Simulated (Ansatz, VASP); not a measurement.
Given: the input of a run of Ansatz 0.2.0 on InP.

Contents of input.yaml:

```yaml
crystal:
  lattice:
    - [0.0, 2.7123113237, 2.7123113237]
    - [2.7123113237, 0.0, 2.7123113237]
    - [2.7123113237, 2.7123113237, 0.0]
  atoms:
    - { symbol: In, position: [0.0, 0.0, 0.0] }
    - { symbol: P, position: [0.5, 0.5, 0.5] }
hamiltonian:
  xc: pbesol
  pseudopotentials: { kind: paw }
kpoints:
  mp_grid: { grid: [8, 8, 8] }
scf:
  occupations: { method: fermi_dirac, width: 0.05 }
output:
  forces: true
  stress: true
  eigenvalues: true
```

Potentials or basis: Ansatz PAW.

The run is started by

```bash
$ ansatz run input.yaml --threads 2 --pin off --max-ram 5632MiB --backend cpu --events-out ev --progress --plain --runs-dir out
```

Task: Translate it to VASP 6.6.1. Potentials there: VASP PAW PBE potentials, release 64 (In_d, P).

Result: As run (the cutoff follows the program's own potentials):

INCAR

```
SYSTEM = InP
PREC = Accurate
ENCUT = 520
EDIFF = 1E-6
ISMEAR = -1
SIGMA = 0.05
LREAL = .False.
LASPH = .True.
NELM = 60
ALGO = Normal
ISIF = 2
LWAVE = .False.
LCHARG = .False.
GGA = PS
NBANDS = 16
```

File KPOINTS:

```
regular mesh
0
Gamma
  8 8 8
  0 0 0
```

The input POSCAR:

```
InP
1.0
    0.0000000000      2.7123113237      2.7123113237
    2.7123113237      0.0000000000      2.7123113237
    2.7123113237      2.7123113237      0.0000000000
In P
1 1
Direct
    0.0000000000      0.0000000000      0.0000000000
    0.5000000000      0.5000000000      0.5000000000
```

Potentials or basis: VASP PAW PBE potentials, release 64 (In_d, P).

Launch:

```bash
$ cat potpaw_PBE.64/In_d/POTCAR potpaw_PBE.64/P/POTCAR > POTCAR
$ mpirun -np 1 vasp_std > vasp.out
```

Both were run:

|  | VASP | Ansatz | Ansatz less VASP |
| --- | --- | --- | --- |
| gap on the k mesh at the Fermi level (eV) | none | none | - |
| pressure (GPa) | 1.6 | 1.6 | -0.04 |

A gap of «none» marks a metal or a gap that the smearing closes.

Caveats: the PAW data sets were made with another functional, which shifts forces and pressure a little (VASP); the PAW data sets come from PBE, with cores solved anew for the run's functional, which leaves a small shift of forces and pressure (Ansatz).
